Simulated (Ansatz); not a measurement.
Ti:

```
CELL_PARAMETERS angstrom
4.56737 0.00000 0.00000
-2.28369 3.95546 0.00000
0.00000 0.00000 2.82624
ATOMIC_POSITIONS crystal
Ti 0.66667 0.33333 0.50000
Ti 0.33333 0.66667 0.50000
Ti 0.00000 0.00000 0.00000
```

This isn't the form of Ti at room conditions, which is hcp.

Below is the output of Ansatz 0.2.0 for this cell. Logs are shortened: lines on timing, memory, paths and dates and some standing lists are left out, and cuts for length are marked.

```text
Warning: RAYON_NUM_THREADS=2 ignored (pool sized by the plan → 2); use --threads N
zone centre: on kpoints.mp_grid the ground state, and the responses unless they are solved on pairs of k-points, stand on 36 of the mesh's 175 k-points, reduced under 4 symmetry operations, with k and −k counted as one. Each operation leaves every solved displacement unchanged or reverses it
Engine: ansatz 0.2.0, aarch64-unknown-linux-gnu
Pseudopotentials: kind: paw
Pseudopotential: Ti, paw, valence charge 12, recommended cutoff 420 eV (normal), Ti.paw.azcp
Functional definition: SPW92
  exchange = slater_x
  correlation = pw_c
Crystal: 3 atoms, lattice volume = 51.059 Å³
Basis set: ecut = 420 eV, 975 PW (Γ), exchange–correlation on 64×64×40 points (8 copies of the dense FFT grid, shifted against one another)
Bands: 22, of which v1, the nominal top of the filled ones, is band 18 counted from 1 (17 counted from 0)
Symmetry: 24 space group operations
k-points: 36 of 175 (irreducible under 4 space group operations, time reversal used)
Non-local potential: Ti, projectors of the file, l = 0: 3, l = 1: 2, l = 2: 3, l = 3: 1
PAW form: soft (Blöchl's): semilocal exchange-correlation on the pseudo side does not see the compensation charge
PAW frozen core: Ti, regenerated for the run's functional, and the local potential with it (the file was generated under x = pbe(κ = 0.804, μ = 0.2195149727645171), c = pbe(β = 0.06672455060314922))
PAW one-centre angular grid: Ti, 590 points (default); XC on 64 Gauss nodes
Initial density: superposition of atomic densities (neutral atoms: chi_scale 0, normalization atom), corrected by the library's trained network
Initial wavefunctions: pseudopotential atomic-orbital guess
Functional: x = slater, c = lda
SCF iter   1: F=—  HF=-7350.899713 eV  |F-HF|=—  |Δ(HF+E_count)|=         —  Δρ=1.27e-2  dr2=1.07e-1  ethr=1.77e-3  ⟨swp⟩=4.1  Hψ=2787  notcnv=0
preconditioner: auto → none  [metal: Δε(μ)=0.010 eV  Ē_g=2.439 eV  σ=0.050 eV  W_gap=0.05  n_scr=8 (ndim 8)  ℏωp=18.0 eV  f_vac=0.000  D(μ)=3.57/eV (n_scr^D=44)  sad-step TF]
SCF iter   2: F=—  HF=-7350.889229 eV  |F-HF|=—  |Δ(HF+E_count)|=   1.05e-2  Δρ=8.00e-3  dr2=5.28e-2  ethr=2.97e-4  ⟨swp⟩=2.0  Hψ=1193  notcnv=0
SCF iter   3: F=—  HF=-7350.883623 eV  |F-HF|=—  |Δ(HF+E_count)|=   5.61e-3  Δρ=1.29e-3  dr2=1.57e-3  ethr=1.47e-4  ⟨swp⟩=2.0  Hψ=1090  notcnv=0
SCF iter   4: F=—  HF=-7350.883476 eV  |F-HF|=—  |Δ(HF+E_count)|=   1.47e-4  Δρ=3.27e-4  dr2=1.04e-4  ethr=4.35e-6  ⟨swp⟩=2.1  Hψ=1022  notcnv=0
SCF iter   5: F=—  HF=-7350.883463 eV  |F-HF|=—  |Δ(HF+E_count)|=   1.27e-5  Δρ=7.76e-5  dr2=2.98e-6  ethr=2.88e-7  ⟨swp⟩=1.8  Hψ=861  notcnv=0
SCF iter   6: F=—  HF=-7350.883464 eV  |F-HF|=—  |Δ(HF+E_count)|=   7.88e-7  Δρ=2.35e-5  dr2=3.42e-7  ethr=8.27e-9  ⟨swp⟩=2.3  Hψ=1334  notcnv=0
SCF iter   7: F=—  HF=-7350.883464 eV  |F-HF|=—  |Δ(HF+E_count)|=   3.64e-8  Δρ=2.26e-6  dr2=1.48e-9  ethr=9.51e-10  ⟨swp⟩=2.1  Hψ=1003  notcnv=0
SCF iter   8: F=—  HF=-7350.883464 eV  |F-HF|=—  |Δ(HF+E_count)|=  4.01e-10  Δρ=4.17e-7  dr2=6.30e-11  ethr=4.11e-12  ⟨swp⟩=2.0  Hψ=1377  notcnv=0
SCF iter   9: F=-7350.883464 eV  HF=-7350.883464 eV  |F-HF|=9.09e-13  |Δ(HF+E_count)|=  1.00e-11  Δρ=7.06e-8  dr2=1.37e-12  ethr=1.00e-12  ⟨swp⟩=5.0  Hψ=3023  notcnv=0
SCF 1 converged in 9 iterations: F = -7350.883464 eV  dr2 = 1.37e-12
  greatest PAW one-centre occupation: 0.999 electrons in one spin orbital (limit 2), on the Ti atom at site 2 (counted from 0), in its partial waves of l = 0
DFPT response loops at Γ: preconditioner auto → Kerker (q_TF=auto, 2.574 Å⁻¹) (partly filled bands, converged f_vac=0.000); β = 1.00, the filter's whole step (`scf.mixing.beta` (0.50) is not read by the response loops under this deck's `scf.mixing.preconditioner`; to damp them name `kerker` or `kerker_dos`, under which they read `scf.mixing.beta`, and type it under 1.00, their step now; both keys bind the ground state too); Broyden in place of MSR1
SCF converged after 9 iterations
Free energy (F): -7350.883464 eV
Harris-Foulkes:  -7350.883464 eV  (|F-HF|=9.09e-13)
Internal energy: -7350.853793 eV  (E = F + TS)
E sigma→0 (E₀):  -7350.868628 eV
Entropy (-TS):   -0.029671 eV (-9.890 meV/atom)
Fermi energy:    13.241435 eV
--- Per-component energies (eV) ---
  E_band       = -464.489181
  E_kinetic    = 817.690496
  E_local      = -2427.274567  (includes V_loc(G=0)·N_el)
  E_nonlocal   = 36.603466
  E_hartree    = 994.353407
  E_xc         = -289.842862
  E_vxc        = -364.739018  (∫ρ·V_xc dr)
  E_paw        = -2997.249838  (= ΣΔE_a)
  E_vpaw       = -515.476612  (= ΣTr[D̂ρ^β])
  E_aug_tail   = 0.000301  (compensation charges beyond the density's cutoff)
  E_ewald      = -3486.112046
  E_core_change = 0.977851  (= ΣΔE_core)
  E_smearing   = -0.029671  (= −TS)
  E_closure    = -0.000000  (closes the sum)
  Σ components = -7350.883464   (vs F -7350.883464, Δ=0.00e0)
--- Band table (eV; the first three rows and the last of 36) ---
  k-point 0: bands = ["-42.9910", "-42.7257", "-42.5508", "-19.6321", "-19.6321", "-19.5266", "-19.5266", "-19.2224", "-19.0136", "-18.9277", "-18.9039", "-18.9039", "7.2385", "11.3004", "12.5704", "12.5704", "12.6850", "12.6850", "13.2307", "13.9208", "14.5334", "14.5334"]
  k-point 1: bands = ["-42.9773", "-42.7172", "-42.5402", "-19.6127", "-19.6127", "-19.5144", "-19.5144", "-19.3054", "-19.1146", "-19.0118", "-18.9055", "-18.9055", "7.6965", "11.6454", "12.2747", "12.2747", "12.4673", "12.4673", "13.8357", "14.3163", "14.4328", "14.4328"]
  k-point 2: bands = ["-42.9460", "-42.6983", "-42.5164", "-19.5677", "-19.5677", "-19.4870", "-19.4870", "-19.4858", "-19.3402", "-19.1978", "-18.9104", "-18.9104", "8.9287", "11.6638", "11.6638", "12.0182", "12.0182", "12.2277", "14.4278", "14.4278", "14.6839", "14.6839"]
  k-point 35: bands = ["-42.9197", "-42.6413", "-42.5407", "-19.7117", "-19.6485", "-19.5598", "-19.4472", "-19.3694", "-19.3535", "-19.3404", "-19.0116", "-18.8672", "10.7150", "11.1323", "11.6784", "11.9775", "12.1403", "12.5913", "13.6982", "14.1482", "14.1698", "14.7773"]
--- Phonons (Γ-DFPT): 4 representative perturbations + reference, on 36 of 175 k-points (Σ response iterations 11) ---
  k mesh reduced under 4 symmetry operations, with k and −k counted as one. Each operation leaves every solved displacement unchanged or reverses it
  ASR residual: 1.529e-3 → 0.000e0 eV/Å²; symmetrization residual: 2.805e-6 eV/Å²
  ASR residual per site (eV/Å²): 6.23e-4 6.23e-4 1.53e-3
  Γ frequencies (cm⁻¹): 0.00 0.00 0.00 118.92 118.92 129.79 162.64 162.64 210.98
  non-analytic LO–TO correction: not included (Born effective charges unavailable; polar crystals: no LO–TO splitting at Γ)
```

Task: What input gives this log?

Result: Phonons with LDA, no spin polarisation. The files as run (others can give the same):

input.yaml
```yaml
crystal:
  lattice:
    - [4.5673748306, 0.0, 0.0]
    - [-2.2836874153, 3.9554626319, 0.0]
    - [0.0, 0.0, 2.82624427]
  atoms:
    - { symbol: Ti, position: [0.6666666667, 0.3333333333, 0.5] }
    - { symbol: Ti, position: [0.3333333333, 0.6666666667, 0.5] }
    - { symbol: Ti, position: [0.0, 0.0, 0.0] }
hamiltonian:
  xc: lda
  pseudopotentials: { kind: paw }
kpoints:
  mp_grid: { grid: [5, 5, 7] }
scf:
  occupations: { method: fermi_dirac, width: 0.05 }
phonons:
  method: dfpt
```

Potentials or basis: Ansatz PAW.
Command:
```sh
$ ansatz run input.yaml --threads 2 --pin off --max-ram 5632MiB --backend cpu --events-out ev --progress --plain --runs-dir out
```

Caveat: the PAW data sets come from PBE, with cores solved anew for the run's functional, which leaves a small shift of forces and pressure.
